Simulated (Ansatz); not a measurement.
# SnO: the cost of one run

Computed with Ansatz 0.2.0 (DFT PBE+D3(BJ), spin-orbit coupling, plane waves, PAW).

7 further runs of the same task are left out: 3 that didn't finish, 4 set aside as unsound or not needed. Runs told in other sessions of the task aren't counted.

## (1) The structure to begin with

The structure is tetragonal, space group P4/nmm (No. 129). The conventional cell has a = 3.821 Å, b = 3.821 Å, c = 30.634 Å, α = 90.00°, β = 90.00°, γ = 90.00°. Around Sn (site symmetry 4mm) lie 4 O at 2.25 Å. O (site symmetry -4m2) has 4 Sn at 2.25 Å in its first shell of neighbours.

Coordinates:

```xyz
4
Lattice="3.8207 0.0000 0.0000 0.0000 3.8207 0.0000 0.0000 0.0000 30.6344" Properties=species:S:1:pos:R:3 pbc="T T T"
Sn    3.8201    3.8201   14.1352
O     3.8201    1.9098   15.3172
O     1.9098    3.8201   15.3172
Sn    1.9097    1.9098   16.4992
```

This is the layer as relaxed in an earlier run (-13183.8113 eV a cell), gap on the mesh 3.11 eV, ionisation potential 5.40 eV, electron affinity 2.29 eV.

## (2) Level of theory: PBE+D3(BJ) with spin-orbit coupling

Along c the cell is not periodic, so the sheet has no images above or below.

File input.yaml:

```yaml
crystal:
  lattice:
    - [3.8206509064, 5.3887e-06, 0.0]
    - [-5.2282e-06, 3.8206509064, 0.0]
    - [0.0, 0.0, 30.6344298628]
  atoms:
    - { symbol: Sn, position: [0.9998505514, 0.9998505514, 0.4614165619] }
    - { symbol: O, position: [0.9998515524, 0.4998510996, 0.5000006571] }
    - { symbol: O, position: [0.4998510996, 0.9998515524, 0.5000006571] }
    - { symbol: Sn, position: [0.4998494504, 0.4998494504, 0.5385847822] }
  periodic: [true, true, false]
basis:
  ecutwfc: 420
kpoints:
  mp_grid: { grid: [6, 6, 1] }
  band_path:
    path:
      - [0, 0, 0]
      - [0.5, 0, 0]
      - [0.5, 0.5, 0]
      - [0, 0.5, 0]
      - [0, 0, 0]
      - [0.5, 0.5, 0]
    npoints: 16
hamiltonian:
  xc: pbe
  dispersion: d3bj
scf:
  occupations: { method: gaussian, width: 0.02 }
output:
  forces: true
  stress: true
  eigenvalues: true
  populations: true
  write_density: true
  write_potential: true
  elf: true
  volumetric_format: npy
magnetization:
  noncollinear: true
  spin_orbit: true
```

Command:

```bash
ansatz run input.yaml --threads 2 --pin off --max-ram 5120MiB --backend cpu --events-out ev --progress --plain --runs-dir out
```

What time and memory should one allow on 2 threads of AMD EPYC 9R45 (Zen 5), shared host?

About 57 s, with a peak of 2.1 GiB.
